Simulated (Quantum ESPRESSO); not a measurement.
Here is a Quantum ESPRESSO 7.5 calculation.

Contents of run.py:

```python
import numpy as np
from ase.calculators.espresso import Espresso, EspressoProfile
from ase.io import read

atoms = read('In.cif')

input_data = {
    'control': {'calculation': 'scf', 'prefix': 'pwscf', 'outdir': './tmp', 'tprnfor': True, 'tstress': True, 'disk_io': 'nowf'},
    'system': {'ecutwfc': 56.0, 'ecutrho': 448.0, 'nbnd': 12, 'occupations': 'smearing', 'smearing': 'fd', 'degauss': 0.00367493},
    'electrons': {'conv_thr': 2e-10, 'electron_maxstep': 120, 'mixing_beta': 0.5},
}
pseudopotentials = {'In': 'in_pbesol_v1.4.uspp.F.UPF'}
profile = EspressoProfile(command='mpirun -n 2 pw.x -nk 2', pseudo_dir='pseudo')
dft = Espresso(profile=profile, input_data=input_data, pseudopotentials=pseudopotentials, kpts=(10, 10, 10), koffset=(0, 0, 0))
atoms.calc = dft

print(f'energy {atoms.get_potential_energy():.8f} eV')
print('forces (eV/A)')
print(np.round(atoms.get_forces(), 6))
print('stress (eV/A^3, Voigt)')
print(np.round(atoms.get_stress(), 8))
print(f'Fermi level {dft.get_fermi_level():.4f} eV')
```

The input In.cif:

```cif
data_In
_cell_length_a 3.26062936
_cell_length_b 3.26062936
_cell_length_c 3.26062936
_cell_angle_alpha 109.47122063
_cell_angle_beta 109.47122063
_cell_angle_gamma 109.47122063
_space_group_name_H-M_alt 'P1'
_space_group_name_Hall 'P 1'
_space_group_IT_number 1
loop_
_space_group_symop_operation_xyz
'x,y,z'
loop_
_atom_site_label
_atom_site_type_symbol
_atom_site_symmetry_multiplicity
_atom_site_Wyckoff_symbol
_atom_site_fract_x
_atom_site_fract_y
_atom_site_fract_z
_atom_site_occupancy
In1 In 1 a 0.0000000000 0.0000000000 0.0000000000 1
```

Potentials or basis: GBRV 1.5 PBEsol.

Run with:

```console
$ OMP_NUM_THREADS=1 python run.py
```

Problem. Estimate the band gap on the k mesh.

Solution. None (metal or under the smearing width).

Problem. Predict the pressure.

Solution. -1.5 GPa.
